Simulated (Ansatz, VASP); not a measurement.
**One calculation of SnO, two programs**

```
Sn O
1.0
     3.13193    0.00000    0.00000
     0.00000    3.13193    0.00000
     0.00000    0.00000    3.13193
Sn O
1 1
Direct
  0.00000 0.00000 0.00000
  0.50000 0.50000 0.50000
```

The cell was built by a generator and needn't be a form met in nature.

Alike in both runs: task single point; functional PBE; k mesh 9 × 9 × 9; occupations fermi-dirac, width 0.05 eV; no spin polarisation.

|  | VASP | Ansatz |
| --- | --- | --- |
| version | VASP 6.6.1 | Ansatz 0.2.0 |
| potentials or method | VASP PAW PBE potentials, release 64 (Sn_d, O), cutoff 520 eV | all-electron LAPW, scalar-relativistic |

Ansatz gave:

- gap on the k mesh at the Fermi level (eV): 0.48
- least direct gap on the mesh (eV): 0.92
- pressure (GPa): 0.0

Problem. Which values does VASP return?

Solution. gap on the k mesh at the Fermi level (eV): 0.47; least direct gap on the mesh (eV): 0.92; pressure (GPa): 0.0.

Ansatz ran all-electron here, so the differences hold the error of VASP's frozen core and of both bases.

Caveats: spin-orbit coupling is left out, which moves the levels of the heavy elements; an odd mesh through Γ misses points on the zone boundary, where band edges often lie.
